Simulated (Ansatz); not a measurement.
## Ir: the change of pressure with volume per atom

Results calculated with Ansatz 0.2.0, not measured. Periodic Kohn-Sham DFT of a crystal at fixed atoms; pressure and stress are positive in compression; the energy is the free energy less that of spherical unpolarised free atoms; site moments are those in the method's own spheres, positive along +z.

Cell of the first row (space group Im-3m, No. 229):
```
Ir
1.0
     -1.5240     1.5240     1.5240
      1.5240    -1.5240     1.5240
      1.5240     1.5240    -1.5240
Ir
1
Direct
  0.00000 0.00000 0.00000
```

Settings of every row: method frozen-core PAW; functional PBE; relativity scalar; k mesh 19x19x19; filling fermi-dirac; smearing width 0.08 eV; wave cutoff 420 eV; paw set soft_2.

Atom start moment: 0 on all atoms.

Limits: no spin-orbit coupling on heavy atoms; the cell comes from a prototype or a list of computed structures and needn't be the stable phase.

| row | volume per atom (Å³) | pressure (GPa) |
| --- | --- | --- |
| 1 | 14.16 | 21.94 |
| 2 | 14.604 | 10.079 |
| 3 | 15.055 | 0.001 |
| 4 | 15.507 | ? |
| 5 | 15.959 | -15.373 |

Question: what pressure should row 4 give?

Worked fit of pressure. Take u = (V_r/V)^(2/3) − 1 with V_r = 14.829 Å³ an atom, which is twice the finite (Eulerian) strain; such expansions in the strain, on which the Birch-Murnaghan equation of state is built, carry the rest volume and the bulk modulus. The shown rows have u = 0.03125, 0.01024, -0.01003, -0.04778. Least squares give pressure = 4.8272 + 498.13 × u + 1578.04 × u² GPa; a straight line predicts inner rows, each left out in turn, worse (root mean square 1.5 against 0.029 GPa). The rows lie off it by 0.005, -0.015, 0.011, -0.002 (root mean square 0.0097 GPa). The pressure vanishes at u = -0.0100, or V = 15.05 Å³ an atom, and there the bulk modulus at fixed shape and fractions is B = −V dP/dV = (2/3)(1 + u) dP/du = 308 GPa. The withheld row has u = -0.02936, so the fit gives 4.8272 + 498.13 × (-0.02936) + 1578.04 × (-0.02936)² = -8.438 GPa.

The calculation gave -8.395 GPa. The fit lies 0.043 GPa (0.12 % of the column's range) below it; its largest miss of a shown row is 0.015 GPa.
